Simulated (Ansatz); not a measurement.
**Ti2Co: magnetic states**

This session on Ti2Co sets out to test the held total moment.

Program: Ansatz 0.2.0. Level of theory: DFT r2SCAN, scalar-relativistic, plane waves, PAW. These are calculated values, not measurements.

1 further run of the same task is left out (set aside as unsound or not needed). Runs told in other sessions of the task aren't counted.

## Step 1: Starting point

The structure is cubic, space group Fd-3m (No. 227). Conventional cell: a = 6.730 Å, b = 6.730 Å, c = 6.730 Å, α = 90.00°, β = 90.00°, γ = 90.00°. Ti (site symmetry -3m) has 6 Ti at 2.38 Å and 6 Co at 2.79 Å in its first shell of neighbours. Around Co (site symmetry -43m) lie 12 Ti at 2.79 Å and 4 Co at 2.91 Å.

Coordinates:

```
Ti Co
1.0
     0.00000    3.36500    3.36500
     3.36500    0.00000    3.36500
     3.36500    3.36500    0.00000
Ti Co
4 2
Cartesian
  0.8413 0.8413 0.8413
  0.8413 2.5238 2.5238
  2.5238 2.5238 0.8413
  2.5238 0.8413 2.5238
  3.3650 3.3650 3.3650
  5.0475 5.0475 5.0475
```

Source of the structure: the Crystallography Open Database. It is taken as it stands there.

## Step 2: The base run, which the others are set against

The input, input.yaml:

```yaml
crystal:
  lattice:
    - [0.0, 3.365, 3.365]
    - [3.365, 0.0, 3.365]
    - [3.365, 3.365, 0.0]
  atoms:
    - { symbol: Ti, position: [0.125, 0.125, 0.125], spin: 0.27 }
    - { symbol: Ti, position: [0.625, 0.125, 0.125], spin: 0.27 }
    - { symbol: Ti, position: [0.125, 0.125, 0.625], spin: 0.27 }
    - { symbol: Ti, position: [0.125, 0.625, 0.125], spin: 0.27 }
    - { symbol: Co, position: [0.5, 0.5, 0.5], spin: 1.55 }
    - { symbol: Co, position: [0.75, 0.75, 0.75], spin: 1.55 }
basis:
  ecutwfc: 500
kpoints:
  mp_grid: { grid: [10, 10, 10] }
hamiltonian:
  xc: r2scan
scf:
  occupations: { method: gaussian, width: 0.1 }
output:
  forces: true
  stress: true
  eigenvalues: true
  populations: true
magnetization:
  spin_polarized: true
```

Its results, from an earlier run: -3379.4455 eV/atom at zero smearing, pressure 23.96 GPa, largest force 0.000 eV/Å, no gap on the mesh, site moments Ti +0.17 (×4), Co +1.44 (×2) μB, in 20 SCF cycles and 70 s.

## Step 3: Held total moment: 0 μB

The input, input.yaml:

```yaml
crystal:
  lattice:
    - [0.0, 3.365, 3.365]
    - [3.365, 0.0, 3.365]
    - [3.365, 3.365, 0.0]
  atoms:
    - { symbol: Ti, position: [0.125, 0.125, 0.125] }
    - { symbol: Ti, position: [0.625, 0.125, 0.125] }
    - { symbol: Ti, position: [0.125, 0.125, 0.625] }
    - { symbol: Ti, position: [0.125, 0.625, 0.125] }
    - { symbol: Co, position: [0.5, 0.5, 0.5] }
    - { symbol: Co, position: [0.75, 0.75, 0.75] }
basis:
  ecutwfc: 500
kpoints:
  mp_grid: { grid: [10, 10, 10] }
hamiltonian:
  xc: r2scan
scf:
  occupations: { method: gaussian, width: 0.1 }
  lower_state_search: "off"
output:
  forces: true
  stress: true
  eigenvalues: true
magnetization:
  spin_polarized: true
  initial_magnetization: 0.0
  spin_locking: { lock_magnetization: hard }
```

On the command line:

```console
ansatz run input.yaml --threads 1 --pin off --max-ram 2560MiB --backend cpu --events-out ev --progress --plain --runs-dir out
```

## Step 4: Held total moment: 1 μB

Edit input.yaml of step 3 so:

```diff
@@ -27,3 +27,3 @@
   spin_polarized: true
-  initial_magnetization: 0.0
+  initial_magnetization: 1.0
   spin_locking: { lock_magnetization: hard }
```

## Step 5: Held total moment: 2 μB

Edit input.yaml of step 4 so:

```diff
@@ -27,3 +27,3 @@
   spin_polarized: true
-  initial_magnetization: 1.0
+  initial_magnetization: 2.0
   spin_locking: { lock_magnetization: hard }
```

## Step 6: Held total moment set to 3 μB

Edit input.yaml of step 5 so:

```diff
@@ -27,3 +27,3 @@
   spin_polarized: true
-  initial_magnetization: 2.0
+  initial_magnetization: 3.0
   spin_locking: { lock_magnetization: hard }
```

## Step 7: Held total moment set to 4 μB

Edit input.yaml of step 6 so:

```diff
@@ -27,3 +27,3 @@
   spin_polarized: true
-  initial_magnetization: 3.0
+  initial_magnetization: 4.0
   spin_locking: { lock_magnetization: hard }
```

## Step 8: Held total moment: 5 μB

Edit input.yaml of step 7 so:

```diff
@@ -27,3 +27,3 @@
   spin_polarized: true
-  initial_magnetization: 4.0
+  initial_magnetization: 5.0
   spin_locking: { lock_magnetization: hard }
```

## Step 9: Held total moment set to 6 μB

Edit input.yaml of step 8 so:

```diff
@@ -27,3 +27,3 @@
   spin_polarized: true
-  initial_magnetization: 5.0
+  initial_magnetization: 6.0
   spin_locking: { lock_magnetization: hard }
```

## Step 10: Held total moment: 7 μB

Edit input.yaml of step 9 so:

```diff
@@ -27,3 +27,3 @@
   spin_polarized: true
-  initial_magnetization: 6.0
+  initial_magnetization: 7.0
   spin_locking: { lock_magnetization: hard }
```

## Step 11: Held total moment: 8 μB

Edit input.yaml of step 10 so:

```diff
@@ -27,3 +27,3 @@
   spin_polarized: true
-  initial_magnetization: 7.0
+  initial_magnetization: 8.0
   spin_locking: { lock_magnetization: hard }
```

(Steps that only read results are left out.)

Q: Predict the outcome of the series: the values and the trend.

The runs gave:

| quantity | value |
| --- | --- |
| held moment of lowest energy | 3.00 μB/cell |

**Reading.** The energy is lowest at 3.00 μB per cell on this grid, 45.0 meV/atom under the state without net moment. The pressure climbs by 13.8 GPa from the first to the last point: a larger moment wants a larger cell. The listed cell is far from this method's equilibrium (24.0 GPa, forces up to 0.00 eV/Å), so its values are not those of the relaxed crystal. The small moment in this metal comes from r2SCAN alone, which enlarges such moments; no other functional was run here.
